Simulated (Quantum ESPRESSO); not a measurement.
# GaP (F-43m): zone-centre phonons, part 2 of 2

Which modes does GaP (F-43m) have at the zone centre?

Quantum ESPRESSO 7.5; DFT LDA, scalar-relativistic, plane waves, PseudoDojo norm-conserving pseudopotentials.

So far, gap on the k-mesh (eV): step 2 (a first look) 1.50; step 3 (relaxation) 1.44. The relaxed cell has a = 5.387 Å (conventional setting).

## Step 5: Zone-centre response

At q = 0 one unit cell holds all displacements; symmetry groups them into irreducible representations that are solved one by one. The response to a field gives ε∞ and the Born charges, which polar modes need.

File ph.in:

```
phonons
&INPUTPH
  prefix = 'x'
  outdir = './tmp'
  fildyn = 'g.dyn'
  tr2_ph = 1.0d-18
  epsil  = .true.
/
0.000000000000 0.000000000000 0.000000000000
```

Run with:

```bash
> OMP_NUM_THREADS=1 mpirun -n 4 ph.x -nk 4 -in ph.in > ph.out
```

The program printed:

```text
[banners, grids, parts of the stress and lines that vanish by symmetry left out]
[banner, memory and clock lines left out]
Program PHONON v.7.5

     ./tmp/x.save/

     IMPORTANT: XC functional enforced from input :
     Exchange-correlation= PW
                           (   1   4   0   0   0   0   0)
     Any further DFT definition will be discarded
     Please, verify this is what you really want

     G-vector sticks info

     Reading collected, re-writing distributed wavefunctions in ./tmp/

     Number and degeneracy of irreps per q-point
       N         xq(1)         xq(2)         xq(3)   N irreps
       1   0.000000000   0.000000000   0.000000000       2
        3   3

     Calculation of q =    0.0000000   0.0000000   0.0000000

     phonons

     bravais-lattice index     =            0
     lattice parameter (alat)  =       7.1989  a.u.
     unit-cell volume          =     263.8088 (a.u.)^3
     number of atoms/cell      =            2
     number of atomic types    =            2
     kinetic-energy cut-off    =      80.0000  Ry
     charge density cut-off    =     320.0000  Ry
     convergence threshold     =      1.0E-18
     beta                      =       0.7000
     number of iterations used =            4
     Exchange-correlation= PW
                           (   1   4   0   0   0   0   0)

     celldm(1)=    7.19893  celldm(2)=    0.00000  celldm(3)=    0.00000
     celldm(4)=    0.00000  celldm(5)=    0.00000  celldm(6)=    0.00000

     crystal axes: (cart. coord. in units of alat)
               a(1) = (  0.0000  0.7071  0.7071 )
               a(2) = (  0.7071  0.0000  0.7071 )
               a(3) = (  0.7071  0.7071  0.0000 )

     reciprocal axes: (cart. coord. in units 2 pi/alat)
               b(1) = ( -0.7071  0.7071  0.7071 )
               b(2) = (  0.7071 -0.7071  0.7071 )
               b(3) = (  0.7071  0.7071 -0.7071 )

     Atoms inside the unit cell:

     Cartesian axes

     site n.  atom      mass           positions (alat units)
        1  Ga     69.7230   tau(    1) = (    0.00000    0.00000    0.00000  )
        2  P      30.9738   tau(    2) = (    0.35355    0.35355    0.35355  )

     Computing dynamical matrix for
                    q = (   0.0000000   0.0000000   0.0000000 )

     25 Sym.Ops. (with q -> -q+G )

     G cutoff =  420.0746  (  25605 G-vectors)     FFT grid: ( 45, 45, 45)
     number of k points=    29
                       cart. coord. in units 2pi/alat
        k(    1) = (   0.0000000   0.0000000   0.0000000), wk =   0.0039062
        k(    2) = (   0.0883883   0.0883883  -0.0883883), wk =   0.0312500
        k(    3) = (   0.1767767   0.1767767  -0.1767767), wk =   0.0312500
        [... further k-points left out ...]

     PseudoPot. # 1 for Ga read from file:
     ./pseudo/Ga.upf
     Pseudo is Norm-conserving + core correction, Zval = 13.0
     Using radial grid of 1858 points,  6 beta functions with:
                l(1) =   0
                l(2) =   0
                l(3) =   1
                l(4) =   1
                l(5) =   2
                l(6) =   2

     PseudoPot. # 2 for P  read from file:
     ./pseudo/P.upf
     Pseudo is Norm-conserving + core correction, Zval =  5.0
     Using radial grid of 1298 points,  6 beta functions with:
                l(1) =   0
                l(2) =   0
                l(3) =   1
                l(4) =   1
                l(5) =   2
                l(6) =   2

     Mode symmetry, T_d (-43m)  point group:

     Electric field:
     Dielectric constant
     Born effective charges as d Force / d E

     Atomic displacements:
     There are    2 irreducible representations

     Representation     1      3 modes -  To be done

     Representation     2      3 modes -  To be done

     Alpha used in Ewald sum =   2.8000

     Electric Fields Calculation

      iter #   1   av.it.:   9.0
      thresh= 1.000E-02 alpha_mix =  0.700 |ddv_scf|^2 =  1.615E-07

      iter #   2   av.it.:  16.6
      thresh= 4.019E-05 alpha_mix =  0.700 |ddv_scf|^2 =  1.184E-08

      iter #   3   av.it.:  16.5
      thresh= 1.088E-05 alpha_mix =  0.700 |ddv_scf|^2 =  1.019E-10

      iter #   4   av.it.:  17.5
      thresh= 1.010E-06 alpha_mix =  0.700 |ddv_scf|^2 =  9.077E-12

      iter #   5   av.it.:  17.1
      thresh= 3.013E-07 alpha_mix =  0.700 |ddv_scf|^2 =  3.000E-13

      iter #   6   av.it.:  15.8
      thresh= 5.477E-08 alpha_mix =  0.700 |ddv_scf|^2 =  5.546E-15

      iter #   7   av.it.:  16.7
      thresh= 7.447E-09 alpha_mix =  0.700 |ddv_scf|^2 =  1.513E-16

      iter #   8   av.it.:  17.4
      thresh= 1.230E-09 alpha_mix =  0.700 |ddv_scf|^2 =  1.752E-19

     End of electric fields calculation

          Dielectric constant in cartesian axis

          (      11.587909634       0.000000000       0.000000000 )
          (       0.000000000      11.587909634       0.000000000 )
          (       0.000000000       0.000000000      11.587909634 )

          Effective charges (d Force / dE) in cartesian axis without acoustic sum rule applied (asr)

           atom    1  Ga    Mean Z*:        2.04106
      Ex  (        2.04106        0.00000       -0.00000 )
      Ey  (        0.00000        2.04106        0.00000 )
      Ez  (       -0.00000       -0.00000        2.04106 )
           atom    2  P     Mean Z*:       -2.16062
      Ex  (       -2.16062       -0.00000       -0.00000 )
      Ey  (        0.00000       -2.16062        0.00000 )
      Ez  (       -0.00000        0.00000       -2.16062 )

          Effective charges Sum: Mean:       -0.11956
             -0.11956        0.00000       -0.00000
              0.00000       -0.11956       -0.00000
             -0.00000        0.00000       -0.11956

          Effective charges (d Force / dE) in cartesian axis with asr applied:
           atom    1  Ga    Mean Z*:        2.10084
      E*x (        2.10084        0.00000       -0.00000 )
      E*y (        0.00000        2.10084        0.00000 )
      E*z (        0.00000       -0.00000        2.10084 )
           atom    2  P     Mean Z*:       -2.10084
      E*x (       -2.10084       -0.00000        0.00000 )
      E*y (       -0.00000       -2.10084       -0.00000 )
      E*z (       -0.00000        0.00000       -2.10084 )

     Representation #   1 modes #   1   2   3

     Self-consistent Calculation

      iter #   1   av.it.:   7.9
      thresh= 1.000E-02 alpha_mix =  0.700 |ddv_scf|^2 =  4.598E-08

      iter #   2   av.it.:  17.1
      thresh= 2.144E-05 alpha_mix =  0.700 |ddv_scf|^2 =  3.741E-09

      iter #   3   av.it.:  17.0
      thresh= 6.116E-06 alpha_mix =  0.700 |ddv_scf|^2 =  6.051E-11

      iter #   4   av.it.:  17.6
      thresh= 7.779E-07 alpha_mix =  0.700 |ddv_scf|^2 =  6.727E-12

      iter #   5   av.it.:  17.5
      thresh= 2.594E-07 alpha_mix =  0.700 |ddv_scf|^2 =  2.461E-14

      iter #   6   av.it.:  17.1
      thresh= 1.569E-08 alpha_mix =  0.700 |ddv_scf|^2 =  1.738E-16

[...]
End of self-consistent calculation

     Convergence has been achieved

     Representation #   2 modes #   4   5   6

     Self-consistent Calculation

[...]
iter #   3   av.it.:  17.6
      thresh= 8.680E-05 alpha_mix =  0.700 |ddv_scf|^2 =  6.710E-10

      iter #   4   av.it.:  17.6
      thresh= 2.590E-06 alpha_mix =  0.700 |ddv_scf|^2 =  1.530E-11

      iter #   5   av.it.:  17.1
      thresh= 3.912E-07 alpha_mix =  0.700 |ddv_scf|^2 =  1.995E-13

      iter #   6   av.it.:  17.0
      thresh= 4.467E-08 alpha_mix =  0.700 |ddv_scf|^2 =  5.030E-15

      iter #   7   av.it.:  16.6
      thresh= 7.092E-09 alpha_mix =  0.700 |ddv_scf|^2 =  1.634E-16

      iter #   8   av.it.:  17.2
      thresh= 1.278E-09 alpha_mix =  0.700 |ddv_scf|^2 =  2.726E-18

      iter #   9   av.it.:  16.9
      thresh= 1.651E-10 alpha_mix =  0.700 |ddv_scf|^2 =  5.294E-20

     End of self-consistent calculation

     Convergence has been achieved

     Number of q in the star =    1
     List of q in the star:
          1   0.000000000   0.000000000   0.000000000

          Dielectric constant in cartesian axis

          (      11.587909634       0.000000000       0.000000000 )
          (       0.000000000      11.587909634       0.000000000 )
          (       0.000000000       0.000000000      11.587909634 )

          Effective charges (d Force / dE) in cartesian axis without acoustic sum rule applied (asr)

           atom    1  Ga    Mean Z*:        2.04106
      Ex  (        2.04106        0.00000       -0.00000 )
      Ey  (        0.00000        2.04106        0.00000 )
      Ez  (       -0.00000       -0.00000        2.04106 )
           atom    2  P     Mean Z*:       -2.16062
      Ex  (       -2.16062       -0.00000       -0.00000 )
      Ey  (        0.00000       -2.16062        0.00000 )
      Ez  (       -0.00000        0.00000       -2.16062 )

          Effective charges Sum: Mean:       -0.11956
             -0.11956        0.00000       -0.00000
              0.00000       -0.11956       -0.00000
             -0.00000        0.00000       -0.11956

          Effective charges (d Force / dE) in cartesian axis with asr applied:
           atom    1  Ga    Mean Z*:        2.10084
      E*x (        2.10084        0.00000       -0.00000 )
      E*y (        0.00000        2.10084        0.00000 )
      E*z (        0.00000       -0.00000        2.10084 )
           atom    2  P     Mean Z*:       -2.10084
      E*x (       -2.10084       -0.00000        0.00000 )
      E*y (       -0.00000       -2.10084       -0.00000 )
      E*z (       -0.00000        0.00000       -2.10084 )

     Diagonalizing the dynamical matrix

     q = (    0.000000000   0.000000000   0.000000000 )

 **************************************************************************
     freq (    1) =       0.049569 [THz] =       1.653459 [cm-1]
     freq (    2) =       0.049569 [THz] =       1.653459 [cm-1]
     freq (    3) =       0.049569 [THz] =       1.653459 [cm-1]
     freq (    4) =      10.949779 [THz] =     365.245328 [cm-1]
     freq (    5) =      10.949779 [THz] =     365.245328 [cm-1]
     freq (    6) =      10.949779 [THz] =     365.245328 [cm-1]
 **************************************************************************

     Mode symmetry, T_d (-43m)  point group:

     freq (   1-   3) =          1.7  [cm-1]   --> T_2  G_15 P_4   I+R
     freq (   4-   6) =        365.2  [cm-1]   --> T_2  G_15 P_4   I+R
```

Wall time 5.8 min (4 MPI ranks of AMD EPYC (Zen 3), shared host).

This step gave:

```yaml
miss_of_the_charge_sum_rule: 0.1196 e
largest_acoustic_frequency_at_the_zone_centre_before_the_sum_rule: 1.65 cm⁻¹
highest_optical_zone_centre_mode_no_lo_to_term: 365.2 cm⁻¹
lowest_optical_zone_centre_mode: 365.2 cm⁻¹
mean_high_frequency_dielectric_constant: 11.59
largest_born_charge_in_size_third_of_the_trace: 2.161 e
```

Born charge (rows field, columns displacement), before the sum rule (e), principal values of the symmetric part by kind of site:

```
atom  atoms with these values    low  middle   high   mean
 Ga1                        1   2.04    2.04   2.04   2.04
  P2                        1  -2.16   -2.16  -2.16  -2.16
```

In full for P2:

```
-2.16  0.00  0.00
 0.00 -2.16  0.00
 0.00  0.00 -2.16
```

High-frequency dielectric tensor:

```
11.59  0.00  0.00
 0.00 11.59  0.00
 0.00  0.00 11.59
```

The acoustic modes at Γ come out as far as 1.6 cm⁻¹ from zero, where they should vanish, a small numerical error; the Born charges miss their sum rule by 0.12 e, too much: mesh or cutoff is short for the field response.

## Step 6: Modes with the sum rule

A rigid shift of the crystal must cost nothing, but grids and finite bases break this; the acoustic sum rule is imposed before the matrix is diagonalised again. With Born charges the intensities follow, and the static dielectric tensor.

File dynmat.in:

```
&INPUT
  fildyn = 'g.dyn'
  asr    = 'simple'
  fileig = 'dynmat.eig'
  lperm  = .true.
/
```

Run with:

```bash
> dynmat.x -in dynmat.in > dynmat.out
```

The program printed:

```text
[banner, memory and clock lines left out]
Program DYNMAT v.7.5

     Reading Dynamical Matrix from file g.dyn
     ...Force constants read
     ...epsilon and Z* read
     A direction for q was not specified:TO-LO splitting will be absent

     Polarizability (A^3 units)
     multiply by 0.220785 for Clausius-Mossotti correction
        32.937683    0.000000    0.000000
         0.000000   32.937683    0.000000
         0.000000    0.000000   32.937683

     IR activities are in (D/A)^2/amu units

# mode   [cm-1]    [THz]      IR
    1      0.00    0.0000    0.0000
    2      0.00    0.0000    0.0000
    3      0.00    0.0000    0.0000
    4    365.24   10.9497    4.7479
    5    365.24   10.9497    4.7479
    6    365.24   10.9497    4.7479

Electronic dielectric permittivity tensor (relative, adimensional)
        11.587910    0.000000    0.000000
         0.000000   11.587910    0.000000
         0.000000    0.000000   11.587910

 ... with zone-center polar mode contributions
        13.529666    0.000000    0.000000
         0.000000   13.529666    0.000000
         0.000000    0.000000   13.529666
```

Run time: 0.88 s. Hardware: 1 thread.

This step gave:

* mean static dielectric constant: 13.53

Unit eigenvectors of the mass-weighted matrix after the sum rule; no LO-TO term. The modes at Γ (shares of kinetic energy by element, %):

```
mode  frequency (cm⁻¹)  symmetry  Ga %  P %
   1               0.0  acoustic    69   31
   2               0.0  acoustic    69   31
   3               0.0  acoustic    69   31
   4             365.2        T2    31   69
   5             365.2        T2    31   69
   6             365.2        T2    31   69
```

Displacements in mode 5 (365.2 cm⁻¹), the largest set to 1:
```
Ga1  0.00  0.00 -0.44
P2   0.00  0.00  1.00
```

Degenerate modes summed, no LO-TO term. Infrared lines, with heights relative to the strongest:

```
position (cm⁻¹)  lines merged  label  IR intensity, relative
            365             3     T2                     100
```

Static dielectric tensor (ions relaxed, fixed cell):

```
13.53  0.00  0.00
 0.00 13.53  0.00
 0.00  0.00 13.53
```

The rule moves no optical mode by more than 0.1 cm⁻¹.

## Step 7: Modes along a direction of q (1 0 0)

A longitudinal polar mode sets up a macroscopic field that stiffens it; the term hangs on the direction from which q goes to zero.

File dynmat.in:

```
&INPUT
  fildyn = 'g.dyn'
  asr    = 'simple'
  fileig = 'dynmat.eig'
  q(1)   = 1.0
  q(2)   = 0.0
  q(3)   = 0.0
/
```

Run with:

```bash
> dynmat.x -in dynmat.in > dynmat.out
```

The program printed:

```text
[banner, memory and clock lines left out]
Program DYNMAT v.7.5

     Reading Dynamical Matrix from file g.dyn
     ...Force constants read
     ...epsilon and Z* read

     Polarizability (A^3 units)
     multiply by 0.220785 for Clausius-Mossotti correction
        32.937683    0.000000    0.000000
         0.000000   32.937683    0.000000
         0.000000    0.000000   32.937683

     IR activities are in (D/A)^2/amu units

# mode   [cm-1]    [THz]      IR
    1     -0.00   -0.0000    0.0000
    2      0.00    0.0000    0.0000
    3      0.00    0.0000    0.0000
    4    365.24   10.9497    4.7479
    5    365.24   10.9497    4.7479
    6    394.66   11.8316    4.7479
```

It took 1 s on 1 thread.

Numbers from this step:

```
highest mode moved by the LO-TO term : 394.7 cm⁻¹
```

Zone-centre frequencies as printed; negative means imaginary. Modes:

```
mode  frequency (cm⁻¹)
   1                 0
   2                 0
   3                 0
   4             365.2
   5             365.2
   6             394.7
```

The field moves one mode, from 365 to 395 cm⁻¹; the others stay.

## Step 8: Outcome

| Quantity | Value |
| --- | --- |
| space group after relaxation | F-43m |
| volume per atom | 19.5 Å³ |
| gap on the k-mesh | 1.44 eV |
| highest optical zone-centre mode (no LO-TO term) | 365.2 cm⁻¹ |
| highest mode moved by the LO-TO term (probably not converged in the k mesh) | 394.7 cm⁻¹ |
| mean high-frequency dielectric constant (probably not converged in the k mesh) | 11.6 |
| largest Born charge in size (third of the trace) (probably not converged in the k mesh) | 2.16 e |
| mean static dielectric constant (probably not converged in the k mesh) | 13.5 |
| imaginary optical modes at the zone centre (no q mesh in this session) | none |

At the LDA level the optical modes of GaP (F-43m) at the zone centre (no LO-TO term) lie at 365 cm⁻¹. Along the directions run, the highest mode that the macroscopic field moves lies at 395 cm⁻¹. Lattice motion raises the mean dielectric constant from 11.59 to 13.53. The Born charges miss their sum rule by 0.12 e, a sign that the k mesh or the cutoff is short for the field response. ε∞, the Born charges and what follows from them are probably not converged in the k mesh. The Lyddane-Sachs-Teller relation holds: (ωLO/ωTO)² is 1.17 and ε₀/ε∞ is 1.17. Left out of this account: PBE with PseudoDojo NC, since it is gradient-corrected and no frozen-mode check or second program bears its response out; PBEsol with PseudoDojo NC, since it is gradient-corrected and no frozen-mode check or second program bears its response out. What is said of the levels holds for those shown. These are harmonic frequencies at zero temperature: anharmonic shifts and linewidths and thermal expansion are left out.

Comparison with the measured values:

| quantity | measured | LDA PseudoDojo norm-conserving, Quantum ESPRESSO |
| --- | --- | --- |
| Raman mode, TO at Gamma (cm⁻¹) | 367.3 | 365 (-0.6 %) |
| infrared mode, TO at Gamma (cm⁻¹) | 366.3 | 365 (-0.3 %) |

Measured values from arxiv:2105.06662 (2021).

**Verdict.** The Raman mode is off by -0.6 %: good agreement. The infrared mode is off by -0.3 %: good agreement. The grades are ours: good and fair within 3 and 7 % for the Raman mode and 3 and 7 % for the infrared mode. For Raman mode and infrared mode the calculation has a static lattice, without zero-point motion or thermal expansion (measured at up to 300 K). Limits of convergence are named above.

[Host names and launcher messages were left out of these logs when they were recorded.]

[Logs are printed without paths, hosts, clocks, repeated set-up lines and the standing remarks that a program may print on its own settings, such as how far it seeks lower states.]

[Hosts, paths, dates, database ids (printed as entryN), source tags and the programs' standing remarks are cut or masked in the printed files.]
